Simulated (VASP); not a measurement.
# SnSe (Imm2) in VASP: notebook

The runs below take SnSe through single point, with LDA.

All numbers are computed with VASP 6.6.1; they aren't measurements. Logs are shortened: lines on timing, memory, paths and dates and some standing lists are left out, and cuts for length are marked.

## 1. The cell of the first run

It takes space group Imm2 (No. 44, orthorhombic). Conventional cell: a = 4.257 Å, b = 6.020 Å, c = 4.257 Å, α = 90.00°, β = 90.00°, γ = 90.00°. Sn (site symmetry mm2) has 6 Se at 2.97 to 3.05 Å as nearest neighbours. Around Se (site symmetry mm2) lie 6 Sn at 2.97 to 3.05 Å.

## 2. Single point, LDA

INCAR

```
SYSTEM = SnSe
PREC = Accurate
ENCUT = 520
EDIFF = 1E-7
ISMEAR = 0
SIGMA = 0.05
LREAL = .False.
LASPH = .True.
NELM = 100
ALGO = Fast
ISIF = 2
LWAVE = .False.
LCHARG = .False.
GGA = CA
NBANDS = 17
```

KPOINTS

```
Automatic mesh
0
Gamma
  8 8 8
  0 0 0
```

POSCAR

```
SnSe
1.0
    0.0000000000      3.0100000000      3.0100000000
    3.0100000000      0.0000000000      3.0100000000
    3.0100000000      3.0100000000      0.0000000000
Sn Se
1 1
Direct
   -0.0146824498      0.0000000000      0.0000000000
    0.5000000000      0.5000000000      0.5000000000
```

Potentials or basis: VASP PAW LDA potentials, release 64 (Sn_d, Se).

Launch:

```console
cat potpaw_LDA.64/Sn_d/POTCAR potpaw_LDA.64/Se/POTCAR > POTCAR
mpirun -np 1 vasp_std > vasp.out
```

OUTCAR:

```text
SYSTEM = SnSe
   PREC = Accurate
   ENCUT = 520
   EDIFF = 1E-7
   ISMEAR = 0
   LREAL = .False.
   LASPH = .True.
   NELM = 100
   ISIF = 2
   GGA = CA

 ion  position               nearest neighbor table
   1  0.985  0.000  0.000-   2 2.97   2 2.97   2 3.01   2 3.01   2 3.05   2 3.05
   2  0.500  0.500  0.500-   1 2.97   1 2.97   1 3.01   1 3.01   1 3.05   1 3.05

  LATTYP: Found a face centered cubic cell.
 ALAT       =     6.0200000000

  Lattice vectors:

 A1 = (   0.0000000000,   3.0100000000,   3.0100000000)
 A2 = (   3.0100000000,   0.0000000000,   3.0100000000)
 A3 = (   3.0100000000,   3.0100000000,   0.0000000000)

Analysis of symmetry for initial positions (statically):
=====================================================================
 Subroutine PRICEL returns:
 Original cell was already a primitive cell.

 Routine SETGRP: Setting up the symmetry group for a
 face centered cubic supercell.

 Subroutine GETGRP returns: Found  4 space group operations
 (whereof  4 operations were pure point group operations)
 out of a pool of 48 trial point group operations.

The static configuration has the point symmetry C_2v.

Analysis of symmetry for dynamics (positions and initial velocities):
=====================================================================
 Subroutine PRICEL returns:
 Original cell was already a primitive cell.

 Routine SETGRP: Setting up the symmetry group for a
 face centered cubic supercell.

 Subroutine GETGRP returns: Found  4 space group operations
 (whereof  4 operations were pure point group operations)
 out of a pool of 48 trial point group operations.

The dynamic configuration has the point symmetry C_2v.

 Subroutine INISYM returns: Found  4 space group operations
 (whereof  4 operations are pure point group operations),
 and found     1 'primitive' translations

----------------------------------------------------------------------------------------

                                     Primitive cell

  volume of cell :      54.5418

  direct lattice vectors                    reciprocal lattice vectors
     0.000000000  3.010000000  3.010000000    -0.166112957  0.166112957  0.166112957
     3.010000000  0.000000000  3.010000000     0.166112957 -0.166112957  0.166112957
     3.010000000  3.010000000  0.000000000     0.166112957  0.166112957 -0.166112957

  length of vectors
     4.256782823  4.256782823  4.256782823     0.287716081  0.287716081  0.287716081

  position of ions in fractional coordinates (direct lattice)
     0.985317550  0.000000000  0.000000000
     0.500000000  0.500000000  0.500000000

  ion indices of the primitive-cell ions
   primitive index   ion index
                 1           1
                 2           2

----------------------------------------------------------------------------------------

 KPOINTS: Automatic mesh

Automatic generation of k-mesh.
 Grid dimensions read from file:
 generate k-points for:    8    8    8

 Generating k-lattice:

  Cartesian coordinates                     Fractional coordinates (reciprocal lattice)
    -0.020764120  0.020764120  0.020764120     0.125000000  0.000000000  0.000000000
     0.020764120 -0.020764120  0.020764120     0.000000000  0.125000000  0.000000000
     0.020764120  0.020764120 -0.020764120     0.000000000  0.000000000  0.125000000

  Length of vectors
     0.035964510  0.035964510  0.035964510

  Shift w.r.t. Gamma in fractional coordinates (k-lattice)
     0.000000000  0.000000000  0.000000000

 Subroutine IBZKPT returns following result:
 ===========================================

 Found     95 irreducible k-points:

 Following reciprocal coordinates:
            Coordinates               Weight
  0.000000  0.000000  0.000000      1.000000
  0.125000  0.000000  0.000000      4.000000
  0.000000  0.125000  0.000000      4.000000
  0.250000  0.000000  0.000000      4.000000
  0.000000  0.250000  0.000000      4.000000
  0.375000  0.000000  0.000000      4.000000
[... 16 lines left out ...]
  0.375000 -0.125000 -0.125000      4.000000
 -0.375000  0.125000  0.000000      8.000000
 [... further k-points ...]
   k-points           NKPTS =     95   k-points in BZ     NKDIM =     95   number of bands    NBANDS=     17
   number of dos      NEDOS =    301   number of ions     NIONS =      2
   total plane-waves  NPLWV =  32768
   dimension x,y,z NGX =    32 NGY =   32 NGZ =   32
   dimension x,y,z NGXF=    64 NGYF=   64 NGZF=   64
   ions per type =               1   1
   NGX,Y,Z   is equivalent  to a cutoff of  12.50, 12.50, 12.50 a.u.
   NGXF,Y,Z  is equivalent  to a cutoff of  24.99, 24.99, 24.99 a.u.
 SYSTEM =  SnSe
   PREC   = accura    normal or accurate (medium, high low for compatibility)
   ISTART =      0    job   : 0-new  1-cont  2-samecut
   ICHARG =      2    charge: 1-file 2-atom 10-const
   ISPIN  =      1    spin polarized calculation?
   LNONCOLLINEAR =      F non collinear calculations
   LSORBIT =      F    spin-orbit coupling
   LASPH  =      T    aspherical Exc in radial PAW
   ENCUT  =  520.0 eV  38.22 Ry    6.18 a.u.   7.91  7.91  7.91*2*pi/ulx,y,z
   NELM   =    100;   NELMIN=  2; NELMDL= -5     # of ELM steps
   EDIFF  = 0.1E-06   stopping-criterion for ELM
   LREAL  =      F    real-space projection
   EDIFFG = 0.1E-05   stopping-criterion for IOM
   NSW    =      0    number of steps for IOM
   IBRION =     -1    ionic relax: 0-MD 1-quasi-New 2-CG
   NFREE  =      0    steps in history (QN), initial steepest desc. (CG)
   ISIF   =      2    stress and relaxation
   ISYM   =      2    0-nonsym 1-usesym 2-fastsym
   POTIM  = 0.5000    time-step for ionic-motion
   TEBEG  =    0.0;   TEEND  =   0.0 temperature during run
   PSTRESS=    0.0 pullay stress
   NELECT =      20.0000    total number of electrons
   NUPDOWN=      -1.0000    fix difference up-down
   EMIN   =  10.00;   EMAX   =-10.00  energy-range for DOS
   EFERMI =   0.00;   METHOD = LEGACY
   ISMEAR =     0;   SIGMA  =   0.05  broadening in eV -4-tet -1-fermi 0-gaus
   EFERMI_NEDOS =   21; number of points for ismear=-14 and -15
   IALGO  =     68    algorithm
   IMIX   =      4    mixing-type and parameters
     AMIX     =   0.40;   BMIX     =  1.00
     AMIX_MAG =   1.60;   BMIX_MAG =  1.00
  volume/ion in A,a.u.               =      27.27       184.03
  Fermi-wavevector in a.u.,A,eV,Ry     =   1.171768  2.214321 18.681350  1.373040
  Thomas-Fermi vector in A             =   2.308207
   LORBIT       =      0    0 simple, 1 ext, 2 COOP (PROOUT), +10 PAW based schemes
   GGA     = CA    functional components
   LHFCALC =     F    Hartree Fock is set to
   AEXX    =    0.0000 exact exchange contribution
   IVDW    =     0    specifies the selected vdW correction
   LEPSILON=     F    determine dielectric tensor
   LRPA    =     F    only Hartree local field effects (RPA)
 non-spin polarized calculation
 RMM-DIIS sequential band-by-band and
 Gauss-broadening in eV      SIGMA  =   0.05
  energy-cutoff  :      520.00
  volume of cell :       54.54
 maximum number of plane-waves:      1480
   NGX = 15   NGY = 15   NGZ = 15

 number of electron      20.0000006 magnetization

 Free energy of the ion-electron system (eV)
  ---------------------------------------------------
  ext. energy  EPLUGINS =         0.00000000
  ---------------------------------------------------
  free energy    TOTEN  =        -9.47526273 eV

  energy without entropy =       -9.47526273  energy(sigma->0) =       -9.47526273

 E-fermi :   5.5712     XC(G=0):  -9.8816

 val. band max:        5.3318853589   @ k =   0.0000   0.5000   0.0000
 cond. band min:       5.9518786687   @ k =   0.0000   0.5000   0.0000
 fundamental gap:      0.6199933097
 Fermi energy:         5.5712051241

 k-point     1 :       0.0000    0.0000    0.0000
  band No.  band energies     occupation
      1     -16.0695      2.00000
      2     -16.0692      2.00000
      3     -16.0673      2.00000
      4     -16.0673      2.00000
      5     -16.0669      2.00000
      6      -8.4503      2.00000
[... 9 lines left out ...]
     16      11.3209      0.00000
     17      13.6268      0.00000

 k-point     2 :       0.1250    0.0000    0.0000
  band No.  band energies     occupation
      1     -16.0704      2.00000
      2     -16.0701      2.00000
      3     -16.0668      2.00000
      4     -16.0656      2.00000
      5     -16.0653      2.00000
      6      -8.3409      2.00000
[... 9 lines left out ...]
     16      11.6693      0.00000
     17      14.6572      0.00000

 k-point     3 :       0.0000    0.1250    0.0000
  band No.  band energies     occupation
      1     -16.0703      2.00000
      2     -16.0702      2.00000
      3     -16.0668      2.00000
      4     -16.0655      2.00000
      5     -16.0653      2.00000
      6      -8.3406      2.00000
[... 9 lines left out ...]
     16      11.6696      0.00000
     17      14.6285      0.00000

 k-point     4 :       0.2500    0.0000    0.0000
  band No.  band energies     occupation
      1     -16.0732      2.00000
      2     -16.0729      2.00000
      3     -16.0659      2.00000
      4     -16.0610      2.00000
      5     -16.0607      2.00000
      6      -8.0459      2.00000
[... 9 lines left out ...]
     16      12.6179      0.00000
     17      16.7753      0.00000

 k-point     5 :       0.0000    0.2500    0.0000
  band No.  band energies     occupation
      1     -16.0731      2.00000
      2     -16.0730      2.00000
      3     -16.0659      2.00000
      4     -16.0609      2.00000
      5     -16.0608      2.00000
      6      -8.0449      2.00000
[... 9 lines left out ...]
     16      12.6144      0.00000
     17      16.7254      0.00000

 k-point     6 :       0.3750    0.0000    0.0000
  band No.  band energies     occupation
      1     -16.0761      2.00000
      2     -16.0758      2.00000
      3     -16.0650      2.00000
      4     -16.0563      2.00000
      5     -16.0560      2.00000
      6      -7.6893      2.00000
[... 9 lines left out ...]
     16      14.0904      0.00000
     17      16.7572      0.00000

 k-point     7 :       0.0000    0.3750    0.0000
  band No.  band energies     occupation
      1     -16.0759      2.00000
      2     -16.0759      2.00000
      3     -16.0650      2.00000
      4     -16.0563      2.00000
      5     -16.0561      2.00000
      6      -7.6872      2.00000
[... 9 lines left out ...]
     16      14.0865      0.00000
     17      16.7459      0.00000

 k-point     8 :       0.5000    0.0000    0.0000
  band No.  band energies     occupation
      1     -16.0773      2.00000
      2     -16.0770      2.00000
      3     -16.0647      2.00000
      4     -16.0543      2.00000
      5     -16.0541      2.00000
      6      -7.5142      2.00000
[... 9 lines left out ...]
     16      15.6435      0.00000
     17      15.6512      0.00000
[... 203 lines left out ...]
      1     -16.0789      2.00000
      2     -16.0719      2.00000
      3     -16.0657      2.00000
      4     -16.0585      2.00000
      5     -16.0556      2.00000
      6      -7.7288      2.00000
[... 9 lines left out ...]
     16      14.6812      0.00000
     17      16.7740      0.00000

 k-point    20 :       0.5000    0.1250    0.0000
  band No.  band energies     occupation
      1     -16.0796      2.00000
      2     -16.0746      2.00000
      3     -16.0639      2.00000
      4     -16.0562      2.00000
      5     -16.0537      2.00000
      6      -7.4787      2.00000
[... 9 lines left out ...]
     16      15.7322      0.00000
     17      15.9112      0.00000

 k-point    21 :       0.0000    0.5000    0.1250
  band No.  band energies     occupation
      1     -16.0797      2.00000
      2     -16.0745      2.00000
      3     -16.0638      2.00000
      4     -16.0562      2.00000
      5     -16.0538      2.00000
      6      -7.4765      2.00000
[... 9 lines left out ...]
     16      15.7313      0.00000
     17      15.9067      0.00000

 k-point    22 :       0.1250    0.0000    0.5000
  band No.  band energies     occupation
      1     -16.0796      2.00000
      2     -16.0746      2.00000
      3     -16.0639      2.00000
      4     -16.0562      2.00000
      5     -16.0537      2.00000
      6      -7.4762      2.00000
[... 9 lines left out ...]
     16      15.7254      0.00000
     17      15.8987      0.00000

 k-point    23 :       0.3750   -0.1250   -0.1250
  band No.  band energies     occupation
      1     -16.0798      2.00000
      2     -16.0744      2.00000
      3     -16.0638      2.00000
      4     -16.0561      2.00000
      5     -16.0538      2.00000
      6      -7.4788      2.00000
[... 9 lines left out ...]
     16      15.7269      0.00000
     17      15.9044      0.00000

 k-point    24 :      -0.3750    0.1250    0.0000
  band No.  band energies     occupation
      1     -16.0778      2.00000
      2     -16.0755      2.00000
      3     -16.0637      2.00000
      4     -16.0558      2.00000
      5     -16.0556      2.00000
      6      -7.5369      2.00000
[... 9 lines left out ...]
     16      14.9334      0.00000
     17      16.2662      0.00000

 [... further k-points ...]
[... 5 lines left out ...]
  --------------------------------------------------------------------------------------
  -------------------------------------------------------------------------------------
  Total       -1.1074109     -1.0903950     -1.0903950      0.0000000      0.0113472      0.0000000
  in kB      -32.5304380    -32.0305895    -32.0305895      0.0000000      0.3333253      0.0000000
  external PRESSURE =     -32.1972057 kB  Pullay stress =       0.0000000 kB

 VOLUME and BASIS-vectors are now :
 -----------------------------------------------------------------------------
  energy-cutoff  :      520.00
  volume of cell :       54.54
      direct lattice vectors                 reciprocal lattice vectors
     0.000000000  3.010000000  3.010000000    -0.166112957  0.166112957  0.166112957
     3.010000000  0.000000000  3.010000000     0.166112957 -0.166112957  0.166112957
     3.010000000  3.010000000  0.000000000     0.166112957  0.166112957 -0.166112957

 POSITION                                       TOTAL-FORCE (eV/Angst)
 -----------------------------------------------------------------------------------
      0.00000      2.96581      2.96581        -0.000000     -0.008158     -0.008158
      3.01000      3.01000      3.01000         0.000000      0.008158      0.008158
 -----------------------------------------------------------------------------------
    total drift:                                0.000000     -0.000089     -0.000089

  FREE ENERGIE OF THE ION-ELECTRON SYSTEM (eV)
  ---------------------------------------------------
  free  energy   TOTEN  =        -9.4752627283 eV

  energy  without entropy=       -9.4752627283  energy(sigma->0) =       -9.47526273
```

It took 61 s on 1 thread of Intel Xeon Platinum 8488C (Sapphire Rapids), shared host; peak memory 0.21 GiB.

What came out:

```
Free energy            : -9.4753 eV
Pressure               : -3.2 GPa
Largest force          : 0.012 eV/Å
Band gap on the k mesh : 0.62 eV, direct
```

Forces in eV/Å, atoms in the order of the input:
```
Sn   0.000 -0.008 -0.008
Se   0.000  0.008  0.008
```

Levels at points of the mesh, in eV from the valence-band top:
| k point | band 6 | band 7 | band 8 | band 9 | band 10 | band 11 | band 12 | band 13 | band 14 | band 15 |
| --- | --- | --- | --- | --- | --- | --- | --- | --- | --- | --- |
| (0.00, 0.00, 0.00) | -13.78 | -5.09 | -2.08 | -2.07 | -2.07 | 4.28 | 4.28 | 4.32 | 5.96 | 5.99 |
| (0.50, 0.00, 0.00) | -12.85 | -8.01 | -1.83 | -1.82 | -0.03 | 0.64 | 1.28 | 1.29 | 8.23 | 10.16 |
| (0.00, 0.50, 0.00) | -12.84 | -8.02 | -1.83 | -1.83 | 0.00 | 0.62 | 1.29 | 1.30 | 8.24 | 10.14 |
| (0.50, 0.50, 0.00) | -12.57 | -6.05 | -5.34 | -3.53 | -3.53 | 3.06 | 5.35 | 5.36 | 5.97 | 10.61 |
| (0.00, 0.50, 0.50) | -12.57 | -6.02 | -5.38 | -3.54 | -3.52 | 3.05 | 5.35 | 5.38 | 5.97 | 10.61 |

Caveat: spin-orbit coupling is left out, which moves the levels of the heavy elements.

## 3. Single point, LDA

INCAR

```
SYSTEM = SnSe
PREC = Accurate
ENCUT = 520
EDIFF = 1E-7
ISMEAR = 0
SIGMA = 0.05
LREAL = .FALSE.
LASPH = .TRUE.
NELM = 100
ALGO = Normal
ISIF = 2
LWAVE = .FALSE.
LCHARG = .TRUE.
LELF = .TRUE.
LVHAR = .TRUE.
NBANDS = 17
```

KPOINTS

```
Automatic mesh
0
G
  8 8 8
  0 0 0
```

POSCAR, as its differences from that of step 2:

```diff
@@ -8,3 +8,3 @@
 Direct
-   -0.0146824498      0.0000000000      0.0000000000
+    0.0234919196      0.0000000000      0.0000000000
     0.5000000000      0.5000000000      0.5000000000
```

Potentials or basis: VASP PAW LDA potentials, release 64 (Sn_d, Se).

Launch:

```console
cat potpaw_LDA.64/Sn_d/POTCAR potpaw_LDA.64/Se/POTCAR > POTCAR
mpirun -np 1 vasp_std > vasp.out
```

Run time: 58 s. Hardware: 1 thread of Intel Xeon Platinum 8488C (Sapphire Rapids), shared host; peak memory 0.21 GiB.

It converged, with:

```
Free energy            : -9.4757 eV
Pressure               : -3.1 GPa
Largest force          : 0.010 eV/Å
Band gap on the k mesh : 0.61 eV, direct
```

Forces on the atoms (eV/Å):
```
Sn   0.000  0.007  0.007
Se   0.000 -0.007 -0.007
```

Stress tensor (GPa, compression positive):
```
-3.23  0.00  0.00
 0.00 -3.10  0.08
 0.00  0.08 -3.10
```

Levels at points of the mesh, in eV from the valence-band top:
```csv
k point,band 6,band 7,band 8,band 9,band 10,band 11,band 12,band 13,band 14,band 15
"(0.00, 0.00, 0.00)",-13.80,-5.09,-2.11,-2.08,-2.08,4.22,4.23,4.31,5.95,6.02
"(0.50, 0.00, 0.00)",-12.86,-8.01,-1.87,-1.83,-0.07,0.67,1.28,1.31,8.21,10.17
"(0.00, 0.50, 0.00)",-12.86,-8.03,-1.85,-1.85,0.00,0.61,1.31,1.33,8.22,10.13
"(0.50, 0.50, 0.00)",-12.58,-6.12,-5.30,-3.54,-3.54,3.03,5.36,5.38,5.97,10.60
"(0.00, 0.50, 0.50)",-12.59,-6.03,-5.39,-3.56,-3.51,2.99,5.36,5.43,5.96,10.59
```

Caveat: spin-orbit coupling is left out, which moves the levels of the heavy elements. A k mesh can miss the band edges.

(Continued in part 2 of 2.)
